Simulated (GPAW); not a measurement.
# Sc (P6_3/mmc) in GPAW: settings compared, part 2 of 2

GPAW 26.7.0. Earlier steps stand in the parts before.

## 4. Band structure, WC

Contents of run.py:

```python
from ase.dft.bandgap import bandgap
from ase.io import read, write
from ase.units import GPa
from gpaw import GPAW, PW, setup_paths

setup_paths.insert(0, '.')

atoms = read('POSCAR')

calc = GPAW(mode=PW(600),
            xc='WC',
            kpts={'size': (7, 7, 4), 'gamma': True},
            occupations={'name': 'fermi-dirac', 'width': 0.05},
            nbands=23,
            convergence={'density': 1e-05, 'energy': 1e-05},
            maxiter=150,
            txt='gpaw.txt')
atoms.calc = calc
energy = atoms.get_potential_energy()
forces = atoms.get_forces()
stress = atoms.get_stress()
calc.write('gs.gpw')
write('result.traj', atoms)
print(f'Energy: {energy:.6f} eV')
print('Forces (eV/A):')
print(forces.round(4))
print('Stress (GPa):', (stress / GPa).round(3))
print('Fermi level:', round(calc.get_fermi_level(), 4), 'eV')
print(f'Gap: {bandgap(calc)[0]:.4f} eV, direct: {bandgap(calc, direct=True)[0]:.4f} eV')

path = atoms.cell.bandpath('GMKGALHA,LM,KH', npoints=60, eps=1e-4)
bs_calc = calc.fixed_density(kpts=path, symmetry='off', nbands=36,
                             convergence={'bands': 'CBM+6.0', 'eigenstates': 1e-6}, txt='bands.txt')
bs = bs_calc.band_structure()
bs.write('bs.json')
print(f'Gap on the path: {bandgap(bs_calc)[0]:.4f} eV')
```

Contents of POSCAR:

```
Sc
1.0
    3.3090000000      0.0000000000      0.0000000000
   -1.6545000000      2.8656780611      0.0000000000
    0.0000000000      0.0000000000      5.2733000000
Sc
2
Direct
    0.6666666667      0.3333333333      0.7500000000
    0.3333333333      0.6666666667      0.2500000000
```

Potentials or basis: PAW data sets generated in the run's folder for this functional, pw.

On the command line:

```sh
$ gpaw-setup -f WC Sc
$ OMP_NUM_THREADS=1 python run.py
```

Wall time 50 s (1 thread of Arm Neoverse V1, shared host); peak memory 0.26 GiB.

It converged, with:

| Item | Value |
| --- | --- |
| Free energy | -9.9851 eV |
| Pressure | -3.0 GPa |
| Band gap along the path | none (metal or under the smearing width) |

Stress tensor (GPa, compression positive):
```
-2.22  0.00  0.00
 0.00 -2.22  0.00
 0.00  0.00 -4.54
```

Levels at the corners of the path, in eV from the Fermi level:
```csv
point,band 6,band 7,band 8,band 9,band 10,band 11,band 12,band 13,band 14,band 15
Γ,-27.79,-27.79,-27.77,-5.10,-1.66,0.43,1.59,1.59,1.70,1.99
M,-27.93,-27.87,-27.83,-1.59,-1.03,-0.68,-0.29,1.20,1.40,1.75
K,-27.94,-27.93,-27.93,-0.66,-0.66,-0.57,-0.44,0.98,0.98,2.00
Γ,-27.79,-27.79,-27.77,-5.10,-1.66,0.43,1.59,1.59,1.70,1.99
A,-27.82,-27.82,-27.82,-3.62,-3.62,0.88,0.88,1.53,1.53,1.53
L,-27.88,-27.87,-27.87,-1.45,-1.45,0.04,0.04,1.24,1.24,2.38
H,-28.00,-27.84,-27.84,-0.38,-0.38,-0.13,-0.13,0.26,0.26,2.32
A,-27.82,-27.82,-27.82,-3.62,-3.62,0.88,0.88,1.53,1.53,1.53
L,-27.88,-27.87,-27.87,-1.45,-1.45,0.04,0.04,1.24,1.24,2.38
M,-27.93,-27.87,-27.83,-1.59,-1.03,-0.68,-0.29,1.20,1.40,1.75
K,-27.94,-27.93,-27.93,-0.66,-0.66,-0.57,-0.44,0.98,0.98,2.00
H,-28.00,-27.84,-27.84,-0.38,-0.38,-0.13,-0.13,0.26,0.26,2.32
```

## 5. Band structure, SCAN

run.py: that of step 4 with these lines changed.

```diff
@@ -3,10 +3,8 @@
 from ase.units import GPa
-from gpaw import GPAW, PW, setup_paths
+from gpaw import GPAW, PW
 
-setup_paths.insert(0, '.')
-
-atoms = read('POSCAR')
+atoms = read('Sc.cif')
 
 calc = GPAW(mode=PW(600),
-            xc='WC',
+            xc='MGGA_X_SCAN+MGGA_C_SCAN',
             kpts={'size': (7, 7, 4), 'gamma': True},
@@ -30,3 +28,3 @@
 
-path = atoms.cell.bandpath('GMKGALHA,LM,KH', npoints=60, eps=1e-4)
+path = atoms.cell.bandpath('GMKGALHA,LM,KH', npoints=100, eps=1e-4)
 bs_calc = calc.fixed_density(kpts=path, symmetry='off', nbands=36,
```

Contents of Sc.cif:

```cif
data_Sc
_cell_length_a 3.30900000
_cell_length_b 3.30900000
_cell_length_c 5.27330000
_cell_angle_alpha 90.00000000
_cell_angle_beta 90.00000000
_cell_angle_gamma 120.00000000
_space_group_name_H-M_alt 'P1'
_space_group_name_Hall 'P 1'
_space_group_IT_number 1
loop_
_space_group_symop_operation_xyz
'x,y,z'
loop_
_atom_site_label
_atom_site_type_symbol
_atom_site_symmetry_multiplicity
_atom_site_Wyckoff_symbol
_atom_site_fract_x
_atom_site_fract_y
_atom_site_fract_z
_atom_site_occupancy
Sc1 Sc 1 a 0.6666666667 0.3333333333 0.7500000000 1
Sc2 Sc 1 a 0.3333333333 0.6666666667 0.2500000000 1
```

Potentials or basis: GPAW PAW data sets (gpaw-data 1.2.1), pw.

On the command line:

```sh
$ OMP_NUM_THREADS=1 python run.py
```

It took 2.9 min on 1 thread of Arm Neoverse V1, shared host; peak memory 0.38 GiB.

Results (log left out):

- Free energy: -24.5236 eV
- Pressure: -0.4 GPa
- Band gap along the path: none (metal or under the smearing width)

Stress tensor (GPa, compression positive):
```
 0.33  0.00  0.00
 0.00  0.33  0.00
 0.00  0.00 -1.83
```

Levels at the corners of the path, in eV from the Fermi level:
```
point  band 8  band 9  band 10  band 11  band 12  band 13
    Γ  -29.05   -5.43    -1.72     0.28     1.82     1.82
    M  -29.10   -1.66    -1.10    -0.66    -0.36     1.33
    K  -29.21   -0.71    -0.71    -0.67    -0.39     1.12
    Γ  -29.05   -5.43    -1.72     0.28     1.82     1.82
    A  -29.09   -3.88    -3.88     0.99     0.99     1.75
    L  -29.15   -1.49    -1.49     0.03     0.03     1.26
    H  -29.12   -0.41    -0.41    -0.04    -0.04     0.22
    A  -29.09   -3.88    -3.88     0.99     0.99     1.75
    L  -29.15   -1.49    -1.49     0.03     0.03     1.26
    M  -29.10   -1.66    -1.10    -0.66    -0.36     1.33
    K  -29.21   -0.71    -0.71    -0.67    -0.39     1.12
    H  -29.12   -0.41    -0.41    -0.04    -0.04     0.22
```

Caveat: the PAW data sets were made with another functional, which shifts forces and pressure a little.

## 6. Overview

```tsv
task	level	potentials or basis	U	k mesh	smearing	band path	band points	pressure (GPa)
band structure	PBEsol+U	PAW data sets generated in the run's folder for this functional, pw	Sc d U = 4.3 eV	9 × 9 × 5	fermi-dirac 0.05 eV	GMKGALHA,LM,KH	100	3.9
equation of state	LDA	the program's PAW data sets (release 1.2.1) made for this functional, pw	-	9 × 9 × 5	gaussian 0.05 eV	-	-	-
band structure	WC	PAW data sets generated in the run's folder for this functional, pw	-	7 × 7 × 4	fermi-dirac 0.05 eV	GMKGALHA,LM,KH	60	-3.0
band structure	SCAN	GPAW PAW data sets (gpaw-data 1.2.1), pw	-	7 × 7 × 4	fermi-dirac 0.05 eV	GMKGALHA,LM,KH	100	-0.4
```

Alike in all rows: no spin polarisation; cell as given; cutoff (eV) 600.

Caveats: U without spin polarisation on a metal has little footing (some runs); the U is typed as a test and isn't derived for this compound (some runs); the PAW data sets were made with another functional, which shifts forces and pressure a little (some runs).

Total energies depend on the potentials used, so only differences within one code and one set of settings carry meaning.
